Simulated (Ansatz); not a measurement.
Wanted: the native input for an Ansatz 0.2.0 run.

| Quantity | Value |
| --- | --- |
| Task | band structure |
| Functional | PBEsol |
| Potentials or basis | Ansatz PAW |
| Cutoff | 420 eV (not typed: the program's choice for these potentials) |
| k mesh | 7 × 7 × 7 |
| Occupations | fermi-dirac, width 0.05 eV |
| Spin | spin-orbit coupling, no magnetisation |
| Path | [["G", "X", "W", "K", "G", "L", "U", "W", "L", "K"], ["U", "X"]] |
| Points for each segment of the path | 14 |

The system is GaN.

```
Ga N
1.0
     0.00000    2.25350    2.25350
     2.25350    0.00000    2.25350
     2.25350    2.25350    0.00000
Ga N
1 1
Direct
  0.00000 0.00000 0.00000
  0.25000 0.25000 0.25000
```

The cell is a database's computed one.

One way to write it, as run:

input.yaml

```yaml
crystal:
  lattice:
    - [0.0, 2.2535006075, 2.2535006075]
    - [2.2535006075, 0.0, 2.2535006075]
    - [2.2535006075, 2.2535006075, 0.0]
  atoms:
    - { symbol: Ga, position: [0.0, 0.0, 0.0] }
    - { symbol: "N", position: [0.25, 0.25, 0.25] }
hamiltonian:
  xc: pbesol
  pseudopotentials: { kind: paw_fr }
magnetization:
  noncollinear: true
  spin_orbit: true
kpoints:
  mp_grid: { grid: [7, 7, 7] }
  band_path:
    path:
      - [[0.0, 0.0, 0.0], [0.5, 0.0, 0.5], [0.5, 0.25, 0.75], [0.375, 0.375, 0.75], [0.0, 0.0, 0.0], [0.5, 0.5, 0.5], [0.625, 0.25, 0.625], [0.5, 0.25, 0.75], [0.5, 0.5, 0.5], [0.375, 0.375, 0.75]]
      - [[0.625, 0.25, 0.625], [0.5, 0.0, 0.5]]
    npoints: 14
scf:
  occupations: { method: fermi_dirac, width: 0.05 }
  n_extra_bands: 6
output:
  forces: true
  stress: true
  eigenvalues: true
  fatbands: true
  write_density: true
  write_potential: true
  elf: true
  volumetric_format: npy
```

Potentials or basis: Ansatz PAW.

Command:

```bash
$ ansatz run input.yaml --threads 2 --pin off --max-ram 5632MiB --backend cpu --events-out ev --progress --plain --runs-dir out
```

It gave:

```yaml
Pressure: -1.2 GPa
Band_gap_on_the_k_mesh: 1.66 eV, direct
Band_gap_along_the_path: 1.66 eV, direct
```

Caveat: the pressure holds a Pulay correction of +0.5 GPa for the finite cutoff; the PAW data sets come from PBE, with cores solved anew for the run's functional, which leaves a small shift of forces and pressure.

Wall time 13 s on 2 threads of Intel(R) Xeon(R) Processor @ 2.50GHz (Skylake/Cascade Lake), on a shared host, peak memory 0.4 GiB.
